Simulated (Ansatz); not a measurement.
C3H8S (1-propanethiol): from total energies to a heat of formation

C3H8S has 12 atoms, charge 0, and is taken as a singlet. SMILES: `CCCS`. Geometry: relaxed at PBE0-D4/def2-TZVP. This is one conformer, not always the lowest.

Total energies at BCCD(T)/def2-SVP, 8 core orbitals frozen (Ansatz 0.2.0); the atoms run unrestricted:

| species | state | energy (Eh) |
| --- | --- | --- |
| C3H8S | singlet | -516.230773 |
| C | triplet | -37.715404 |
| S | triplet | -397.467885 |
| H | doublet | -0.499278 |

Harmonic wavenumbers at PBE/def2-SVP, in cm⁻¹: 130, 213, 246, 304, 408, 640, 703, 795, 875, 908, 1017, 1066, 1072, 1193, 1226, 1270, 1314, 1347, 1388, 1401, 1419, 1431, 2613, 2959, 2965, 2987, 3013, 3049, 3052, 3063.

Measured heats of formation of the gaseous atoms at 298.15 K, in kJ/mol: C 716.9, S 277.0, H 218.0. Spin-orbit lowering of the atoms at 298 K (mean of the ground term's levels less their thermal mean, from spectra), in kJ/mol: C 0.02, S 1.88. Take 1 Eh = 2625.50 kJ/mol, 1 cm⁻¹ = 0.0119627 kJ/mol, RT = 2.479 kJ/mol.

Task: Work out the heat of formation of the gas at 298 K.

Result: 
1. Electronic atomisation energy: 3 × (-37.715404) + (-397.467885) + 8 × (-0.499278) − (-516.230773) = 1.622452 Eh = 4259.7 kJ/mol.
2. Zero-point energy: half the sum of the wavenumbers, 22033.5 cm⁻¹ = 263.6 kJ/mol.
3. Thermal vibrational enthalpy, Σ hcν̃/(exp(hcν̃/kT) − 1): 8.0 kJ/mol. Translation, rotation and pV of a non-linear molecule: 4 RT = 9.9 kJ/mol.
4. The 12 free atoms carry 5/2 RT each: 74.4 kJ/mol.
5. Spin-orbit coupling lowers the free atoms by 3 × 0.02 + 1.88 = 1.9 kJ/mol.
6. Atomisation enthalpy at 298 K: 4259.7 − 1.9 − 263.6 − 8.0 − 9.9 + 74.4 = 4050.7 kJ/mol.
7. Sum of the atoms' heats of formation: 4171.7 kJ/mol. Heat of formation: 4171.7 − 4050.7 = +121.0 kJ/mol.

The tabulated value is -67.8 kJ/mol (CRC Handbook of Chemistry and Physics), so this level is off by +188.8 kJ/mol, or 4.5 % of the atomisation enthalpy. Coupled cluster needs large bases for atomisation: in a finite one the molecule is underbound. A double-zeta basis underbinds. Anharmonicity and any spin-orbit splitting of the molecule are left out, and so is core correlation.
